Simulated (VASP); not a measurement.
Crystal: Se.

```
Se
1.0
     4.36620    0.00000    0.00000
    -2.18310    3.78124    0.00000
     0.00000    0.00000    4.95360
Se
3
Direct
  0.77460 0.77460 0.00000
  0.00000 0.22540 0.66667
  0.22540 0.00000 0.33333
```

Base run:

```yaml
Program: VASP 6.6.1
Functional: PBE
Potentials_or_basis: VASP PAW PBE potentials, release 64 (Se)
Cutoff: 520 eV
k_mesh: 8 × 8 × 6
Occupations: gaussian, width 0.02 eV
Spin: no spin polarisation
```

Its results: band gap on the k mesh 1.16 eV, indirect (least direct gap 1.24 eV); pressure 2.9 GPa; largest force 0.434 eV/Å.

Question: The run is repeated on the same cell with these changes: functional from PBE to PBEsol. What comes out?

Answer: Band gap on the k mesh 1.11 eV, indirect (least direct gap 1.19 eV); pressure 0.4 GPa; largest force 0.334 eV/Å.

PBEsol binds more tightly than PBE, so the same cell stands under less pressure.

Caveats: the mesh misses the band edges, which the band path finds closer together; the PAW data sets were made with another functional, which shifts forces and pressure a little (some runs).
